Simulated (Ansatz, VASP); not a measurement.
One calculation of Pt, two programs

Contents of INCAR:

```
PREC = Accurate ; ENCUT = 520
EDIFF = 1E-6 ; ISMEAR = 0
SIGMA = 0.15 ; LREAL = F
LASPH = T ; NELM = 80
ALGO = Normal ; ISIF = 2
LWAVE = F ; LCHARG = F
GGA = PS ; NBANDS = 11
```

File KPOINTS:

```
Automatic mesh
0
Gamma
  24 24 24
```

Contents of POSCAR:

```
Pt
1.0
    0.0000000000      1.9579000000      1.9579000000
    1.9579000000      0.0000000000      1.9579000000
    1.9579000000      1.9579000000      0.0000000000
Pt
1
Direct
    0.0000000000      0.0000000000      0.0000000000
```

Input for Ansatz:

```yaml
crystal:
  lattice:
    - [0.0, 1.9579, 1.9579]
    - [1.9579, 0.0, 1.9579]
    - [1.9579, 1.9579, 0.0]
  atoms:
    - { symbol: Pt, position: [0.0, 0.0, 0.0] }
basis:
  ecutwfc: 420
kpoints:
  mp_grid: { grid: [24, 24, 24] }
hamiltonian:
  xc: pbesol
scf:
  occupations: { method: gaussian, width: 0.15 }
output:
  forces: true
  stress: true
  eigenvalues: true
```

Alike in both runs: task single point; functional PBEsol; k mesh 24 × 24 × 24; occupations gaussian, width 0.15 eV; no spin polarisation.

|  | VASP | Ansatz |
| --- | --- | --- |
| version | VASP 6.6.1 | Ansatz 0.2.0 |
| potentials or method | VASP PAW PBE potentials, release 64 (Pt) | scalar-relativistic, plane waves, PAW |
| plane-wave cutoff (eV) | 520 | 420 |
| valence electrons in the cell | 10 | 18 |

Ansatz gave:

| Item | Value |
| --- | --- |
| gap on the k mesh at the Fermi level (eV) | none |
| pressure (GPa) | 0.6 |

**Question.** What did VASP give for the same quantities?

**Answer.** gap on the k mesh at the Fermi level (eV): none; pressure (GPa): 0.2.

A gap of «none» marks a metal or a gap that the smearing closes. With one functional, cell and mesh, what is left measures potentials, basis and numerics. The two sets of potentials don't hold the same shells in valence.

Caveats: the PAW data sets were made with another functional, which shifts forces and pressure a little (VASP). The runs have no spin-orbit coupling, so splittings on Pt are missing.
